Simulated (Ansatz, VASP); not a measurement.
**Re in VASP and in Ansatz**

INCAR

```
SYSTEM = Re
PREC = Accurate
ENCUT = 520
EDIFF = 1E-7
ISMEAR = -1
SIGMA = 0.1
LREAL = .FALSE.
LASPH = .TRUE.
NELM = 80
ALGO = Normal
ISIF = 2
LWAVE = .FALSE.
LCHARG = .TRUE.
GGA = PS
LELF = .TRUE.
LVHAR = .TRUE.
NBANDS = 10
```

Contents of KPOINTS:

```
regular mesh
0
G
  14 14 14
  0 0 0
```

POSCAR

```
Re
1.0
    2.6204810852      0.0000000000      0.0000000000
    0.0000000000      2.6204810852      0.0000000000
    0.0000000000      0.0000000000      2.6204810852
Re
1
Direct
    0.0000000000      0.0000000000      0.0000000000
```

Input for Ansatz:

```yaml
crystal:
  lattice:
    - [2.6204810852, 0.0, 0.0]
    - [0.0, 2.6204810852, 0.0]
    - [0.0, 0.0, 2.6204810852]
  atoms:
    - { symbol: Re, position: [0.0, 0.0, 0.0] }
hamiltonian:
  xc: pbesol
  pseudopotentials:
    kind: paw
    azcp:
      Re: "pseudopotentials/Re.paw.azcp"
basis:
  ecutwfc: 420
  fft_grid_basis: typed
kpoints:
  mp_grid: { grid: [14, 14, 14], shift: [0, 0, 0] }
magnetization:
  spin_polarized: false
scf:
  occupations: { method: fermi_dirac, width: 0.1 }
  lower_state_search: "off"
output:
  stress: true
```

Alike in both runs: task single point; functional PBEsol; k mesh 14 × 14 × 14; occupations fermi-dirac, width 0.1 eV; no spin polarisation.

```csv
,VASP,Ansatz
version,VASP 6.6.1,Ansatz 0.2.0
potentials or method,"VASP PAW PBE potentials, release 64 (Re)","plane waves (420 eV) with PAW, scalar-relativistic"
plane-wave cutoff (eV),520,420
valence electrons in the cell,7,15
```

|  | VASP | Ansatz | Ansatz less VASP |
| --- | --- | --- | --- |
| pressure (GPa) | -19.5 | -18.7 | +0.80 |

With one functional, cell and mesh, what is left measures potentials, basis and numerics. The two sets of potentials don't hold the same shells in valence. Ansatz warned: «pseudo_functional_mismatch».

Caveats: so large a pressure means that the cell lies far from this level's equilibrium, or that cutoff or potentials fall short (VASP); the potentials were made for another functional, which shifts forces and pressure (VASP). The runs have no spin-orbit coupling, so splittings on Re are missing.
